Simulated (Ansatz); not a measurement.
CsPbBr3:

```
Pb Cs Br
1.0
     5.87000    0.00000    0.00000
     0.00000    5.87000    0.00000
     0.00000    0.00000    5.87000
Pb Cs Br
1 1 3
Cartesian
  2.9350 2.9350 2.9350
  0.0000 0.0000 0.0000
  2.9350 2.9350 0.0000
  2.9350 0.0000 2.9350
  0.0000 2.9350 2.9350
```

Measurements of this composition are mostly on another form, of space group No. 62.

```yaml
Program: Ansatz 0.2.0
Task: single point
Functional: PBEsol
Potentials_or_basis: all-electron LAPW, scalar-relativistic
Cutoff: 205 eV (chosen from the basis error)
Basis_error_allowed: 0.001 eV/atom
k_mesh: 5 × 5 × 5
Occupations: fermi-dirac, width 0.05 eV
Spin: no spin polarisation
```

On this cell: pressure 0.0 GPa; largest force zero by symmetry; band gap on the k mesh 2.57 eV, direct.

The same run follows on a disturbed copy (atoms moved at random, drawn with an rms of 0.05 Å):

```
Pb Cs Br
1.0
     5.87000    0.00000    0.00000
     0.00000    5.87000    0.00000
     0.00000    0.00000    5.87000
Pb Cs Br
1 1 3
Direct
  0.49643 0.49350 0.49965
  0.99665 0.99903 0.99438
  0.50649 0.50890 0.98857
  0.50406 0.00311 0.50401
  0.00619 0.49130 0.49411
```

Q: What does the disturbed cell give?

A: The energy moves by +2.3 meV/atom; pressure 0.0 GPa; largest force 0.213 eV/Å; band gap on the k mesh 2.51 eV, direct.

Forces in eV/Å, atoms in the order of the input:
```
Pb   0.120  0.119 -0.130
Cs  -0.007 -0.003 -0.006
Br   0.002 -0.003  0.156
Br   0.003 -0.118 -0.012
Br  -0.118  0.005 -0.007
```

Caveats: spin-orbit coupling is left out, which as a rule narrows the gap of such compounds by several tenths of an eV; an odd mesh through Γ misses points on the zone boundary, where band edges often lie.
